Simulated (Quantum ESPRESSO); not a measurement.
Crystal: FeO.

```
Fe O
1.0
     2.61247    0.00000    0.00000
     0.00000    2.61247    0.00000
     0.00000    0.00000    2.61247
Fe O
1 1
Direct
  0.00000 0.00000 0.00000
  0.50000 0.50000 0.50000
```

The cell comes from a database or a generator and needn't be the stable form of this composition.

Program: Quantum ESPRESSO 7.5. Alike in all runs: task single point; level PBE+U; potentials or basis GBRV 1.5 PBE; cell as given; k mesh 4 × 4 × 4; cutoff (eV) 612; smearing gaussian 0.05 eV; the mesh is coarse, so values aren't converged. Hardware: 1 thread of Arm Neoverse V1, with other jobs on the host.

Task: Order these runs on this cell by their wall time, lowest first.
A. spin off; U Fe d U = 8 eV; magnetic state asked for nm; iterations with occupations held 8
B. spin collinear, ferromagnetic start; U Fe d U = 7 eV; magnetic state asked for free; iterations with occupations held 12; diago david ndim 3; other keys verbose = yes; diago_david_ndim = 3
C. spin collinear, ferromagnetic start; U Fe d U = 0.001 eV; magnetic state asked for free; iterations with occupations held 12

Result: A (21 s), C (65 s), B (180 s).

Caveats: all runs use coarse meshes; a cell with one magnetic atom can't hold antiferromagnetic order, which such compounds often take (some runs); U without spin polarisation on a metal has little footing (some runs); the moment fell far below its start of 4 μB, so a state of higher moment may lie lower in energy (some runs).
